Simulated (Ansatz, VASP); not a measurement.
One calculation of SnSe, two programs

```
Sn Se
1.0
     4.31371    0.00000    0.00000
     0.00000    4.31371    0.00000
     0.00000    0.00000   11.06348
Sn Se
2 2
Direct
  0.00000 0.50000 0.62777
  0.50000 0.00000 0.37223
  0.00000 0.50000 0.38396
  0.50000 0.00000 0.61604
```

Change from the starting cell: volume scaled by 1.02.

Alike in both runs: task single point; functional PBE; k mesh 6 × 6 × 3; occupations fermi-dirac, width 0.05 eV; no spin polarisation.

|  | VASP | Ansatz |
| --- | --- | --- |
| version | VASP 6.6.1 | Ansatz 0.2.0 |
| potentials or method | VASP PAW PBE potentials, release 64 (Sn_d, Se) | Ansatz PAW |
| plane-wave cutoff (eV) | 520 | 420 |
| valence electrons in the cell | 40 | 60 |

```csv
,VASP,Ansatz,Ansatz less VASP
gap on the k mesh at the Fermi level (eV),1.54,1.55,+0.006
least direct gap on the mesh (eV),1.54,1.55,+0.006
rms of the force components (eV/Å),0.064,0.058,-0.0060
```

Atom by atom the forces differ by 0.008 eV/Å (rms over components). The two sets of potentials don't hold the same shells in valence.

Caveats: spin-orbit coupling is left out, which moves the levels of the heavy elements; odd divisions of the mesh miss points on the zone boundary, where band edges often lie, so the gap on the mesh can be too wide (Ansatz).
